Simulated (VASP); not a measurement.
Write the native input for VASP 6.6.1 that does the following.

| Property | Result |
| --- | --- |
| Task | single point |
| Functional | PBE |
| Potentials or basis | VASP PAW PBE potentials, release 64 (Mo_sv, S) |
| Cutoff | 520 eV |
| k mesh | 10 × 10 × 2 |
| Occupations | fermi-dirac, width 0.05 eV |
| Spin | no spin polarisation |
| Further INCAR settings | ALGO = Normal; EDIFF = 1e-07; NBANDS = 20 |

The structure of MoS2 lies in POSCAR:

```
MoS2
1.0
    3.1841260822      0.0000000000      0.0000000000
   -1.5920630411      2.7575340760      0.0000000000
    0.0000000000      0.0000000000     17.3345999500
Mo S
1 2
Direct
    0.0000000000      0.0000000000      0.0000000000
    0.3333333333      0.6666666667      0.9105070200
    0.3333333333      0.6666666667      0.0894929800
```

These files were run (other wordings do the same):

INCAR

```
ALGO = Normal
EDIFF = 1E-7
ENCUT = 520
GGA = PE
ISIF = 2
ISMEAR = -1
LASPH = T
LCHARG = F
LREAL = F
LWAVE = F
NBANDS = 20
NELM = 100
PREC = Accurate
SIGMA = 0.05
```

KPOINTS

```
k-points
0
Gamma
  10 10 2
```

Potentials or basis: VASP PAW PBE potentials, release 64 (Mo_sv, S).

Command:

```console
$ cat potpaw_PBE.64/Mo_sv/POTCAR potpaw_PBE.64/S/POTCAR > POTCAR
$ mpirun -np 1 vasp_std > vasp.out
```

It gave:

The largest force is 0.205 eV/Å and the band gap on the k mesh is 1.74 eV, indirect (least direct gap 1.93 eV).

Wall time 76 s on 1 thread of AMD EPYC 9R45 96-Core Processor (Zen 5), with other jobs on the host, peak memory 0.26 GiB.
